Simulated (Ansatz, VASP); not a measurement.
**One calculation of TiC, two programs**

The input INCAR:

```
PREC = Accurate
ENCUT = 520
EDIFF = 1E-7
ISMEAR = -1
SIGMA = 0.03
LREAL = False
LASPH = True
NELM = 100
ALGO = Normal
ISIF = 2
LWAVE = False
LCHARG = False
GGA = PE
NBANDS = 15
```

Contents of KPOINTS:

```
Automatic mesh
0
Gamma
  14 14 14
```

Contents of POSCAR:

```
TiC
1.0
    0.0000000000      2.1482418505      2.1482418505
    2.1482418505      0.0000000000      2.1482418505
    2.1482418505      2.1482418505      0.0000000000
Ti C
1 1
Direct
    0.0000000000      0.0000000000      0.0000000000
    0.5000000000      0.5000000000      0.5000000000
```

Input for Ansatz:

```yaml
crystal:
  lattice:
    - [0.0, 2.1482418505, 2.1482418505]
    - [2.1482418505, 0.0, 2.1482418505]
    - [2.1482418505, 2.1482418505, 0.0]
  atoms:
    - { symbol: Ti, position: [0.0, 0.0, 0.0] }
    - { symbol: C, position: [0.5, 0.5, 0.5] }
kpoints:
  mp_grid: { grid: [14, 14, 14] }
scf:
  occupations: { method: fermi_dirac, width: 0.03 }
hamiltonian:
  xc: pbe
  pseudopotentials: { kind: all_electron, lapw: { basis_error: 0.00025 } }
output:
  forces: true
  stress: true
  eigenvalues: true
```

Change from the starting cell: volume scaled by 0.975.

Alike in both runs: task single point; functional PBE; k mesh 14 × 14 × 14; occupations fermi-dirac, width 0.03 eV; no spin polarisation.

|  | VASP | Ansatz |
| --- | --- | --- |
| version | VASP 6.6.1 | Ansatz 0.2.0 |
| potentials or method | VASP PAW PBE potentials, release 64 (Ti_sv, C) | all-electron LAPW, scalar-relativistic |
| plane-wave cutoff (eV) | 520 | see its input |

```tsv
	VASP	Ansatz	Ansatz less VASP
pressure (GPa)	6.9	6.7	-0.21
```

Ansatz ran all-electron here, so the differences hold the error of VASP's frozen core and of both bases.
